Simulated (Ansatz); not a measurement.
**Si: the band gap up the ladder of functionals**

One table from this session's results is given with a row withheld; the runs are named, their logs left out.

Code: Ansatz 0.2.0. PAW datasets, plane waves. (Simulation; spin polarisation is off.)

### The system as given

The cell was relaxed beforehand with r2SCAN.

Space group P6_3/mmc (No. 194), hexagonal; conventional cell a = 3.832 Å, c = 6.341 Å, 20.16 Å³ an atom. Around Si lie 4 Si at 2.35–2.37 Å.

The structure in full:

```cif
data_structure
_symmetry_space_group_name_H-M 'P6_3/mmc'
_symmetry_Int_Tables_number 194
_cell_length_a 3.8321
_cell_length_b 3.8321
_cell_length_c 6.3412
_cell_angle_alpha 90.000
_cell_angle_beta 90.000
_cell_angle_gamma 120.000
_cell_volume 80.65
loop_
_atom_site_label
_atom_site_type_symbol
_atom_site_symmetry_multiplicity
_atom_site_Wyckoff_symbol
_atom_site_fract_x
_atom_site_fract_y
_atom_site_fract_z
_atom_site_occupancy
Si1 Si 4 f 0.33333 0.66667 0.56306 1
```

Set-up of the first run:

Input file input.yaml:

```yaml
crystal:
  lattice:
    - [3.8321296558, 0.0, 0.0]
    - [-1.9160648279, 3.3187216325, 0.0]
    - [0.0, 0.0, 6.3412164343]
  atoms:
    - { symbol: Si, position: [0.3333333333, 0.6666666667, 0.0005609359] }
    - { symbol: Si, position: [0.6666666667, 0.3333333333, 0.5005609359] }
    - { symbol: Si, position: [0.3333333333, 0.6666666667, 0.3744390641] }
    - { symbol: Si, position: [0.6666666667, 0.3333333333, 0.8744390641] }
kpoints:
  mp_grid: { grid: [12, 12, 4] }
  band_path:
    path:
      - [[0.0, 0.0, 0.0], [0.5, 1.624415001083e-17, -7.878880671241e-36], [0.3333333333333, 0.3333333333333, -1.140758890824e-34], [0.0, 0.0, 0.0], [5.9047862251e-52, 2.379862013645e-51, 0.5], [0.5, 1.624415001083e-17, 0.5], [0.3333333333333, 0.3333333333333, 0.5], [5.9047862251e-52, 2.379862013645e-51, 0.5]]
      - [[0.5, 1.624415001083e-17, 0.5], [0.5, 1.624415001083e-17, -7.878880671241e-36]]
      - [[0.3333333333333, 0.3333333333333, 0.5], [0.3333333333333, 0.3333333333333, -1.140758890824e-34]]
    npoints: 10
hamiltonian:
  xc: pbe
scf:
  occupations: { method: fermi_dirac, width: 0.02 }
  n_extra_bands: 5
output:
  forces: true
  stress: true
  eigenvalues: true
```

On the command line:

```bash
ansatz run input.yaml --threads 4 --pin off --max-ram 7372MiB --backend cpu --events-out ev --progress --plain --runs-dir out
```

Among the steps run: PBE band path; r2SCAN at the same geometry; HSE06 at the same geometry; Single point with PBE0; LDA at the same geometry; Quasiparticle levels, G0W0@PBE; G0W0 on PBE; DDH-PBE0; r2SCANh at the same geometry; LC-ωPBE.

One of the session's tables, all rows but one given; the rest of the session is left out.

```
                     level  gap (eV)
                       PBE         ?
                    r2SCAN      0.61
                     HSE06      0.97
                      PBE0      1.63
                       LDA      0.32
G0W0@PBE (240 empty bands)      0.87
G0W0@PBE (597 empty bands)      0.94
                  DDH-PBE0      0.78
                   r2SCANh      1.04
                   LC-ωPBE      5.13
```

**Question.** Estimate the row for PBE.

As computed: gap (eV): 0.43. In the column «gap (eV)» it lies between LDA (0.32) and r2SCAN (0.61).

Meshes: PBE 12×12×4, r2SCAN 12×12×4, HSE06 6×6×4, PBE0 6×6×4, LDA 12×12×4, DDH-PBE0 6×6×4, r2SCANh 6×6×4, LC-ωPBE 6×6×4.

PBE reaches 45 % of the G0W0@PBE value, and r2SCAN 65 %. PBE0 lies 0.66 eV above HSE06, which differs from it by screening the long-range exchange. G0W0 here is at a finite number of bands, screening cutoff and k mesh, not at the basis limit.

Caveats from the session: Warnings in the runs' records: stress exchange threshold loose, stress scf threshold loose.
